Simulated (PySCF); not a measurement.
# Telling isomers of C$_{6}$H$_{6}$O apart by NMR

One conformer, isolated molecule, no relativistic terms, averaged over atoms made equivalent by symmetry, fast rotation or ring inversion. Couplings computed with B3LYP/pcJ-1 (spin–dipole term left out of most H,H and C,H couplings); geometry: PBE0-D3(BJ)/def2-SVP; shielding tensors at PBE0/pcSseg-1 (GIAO); PySCF 2.14.

Referencing at the same level of theory: TMS for $^{1}$H (31.27 ppm) and $^{13}$C (184.41 ppm). Multiplet labels drop J under 1 Hz and among equivalent protons, and merge close values. Unscaled 3J(H,H) run several per cent high. Shifts are as computed. Against solution values, carbons near 30 ppm lie about +2 ppm off and those near 130 ppm about +5 ppm. Of 1211 compounds with measured shifts, 218 miss one by over three times the rms of a fit or turn the order of signals round; such compounds aren't used in these exercises. OH and NH positions are gas-phase values without hydrogen bonding to other molecules.

(1) Tabulate the signals of `Oc1ccccc1`, `C1=C[C@H]2C=C[C@@H]1O2` and their relative energies.

(2) What is the quickest way to tell Oc1ccccc1 from C1=C[C@H]2C=C[C@@H]1O2?

Results:

(1) 
| SMILES | carbon types | δC | δH | E rel. (kcal/mol) |
| --- | --- | --- | --- | --- |
| Oc1ccccc1 | 1×C 5×CH | 162.1, 135.5, 124.5, 118.1 | 7.33 (dd, 2H), 6.94 (t, 1H), 6.75 (d, 2H), 3.77 (br s, 1H) | 0.0 |
| C1=C[C@H]2C=C[C@@H]1O2 | 6×CH | 157.0, 84.8 | 7.32 (m, 4H), 5.11 (m, 2H) | 62.4 |

Energies are electronic energies at PBE0/pcSseg-1 on these geometries, without zero-point or thermal terms, each for the one conformer computed, which needn't be the lowest.

(2) Count the carbon signals: 4 against 2. The first has an aromatic carbon bearing oxygen (C) at 162.1 ppm, the second an allylic sp3 CH bonded to O at 84.8 ppm. Their most deshielded carbons lie at 162.1 and 157.0 ppm.
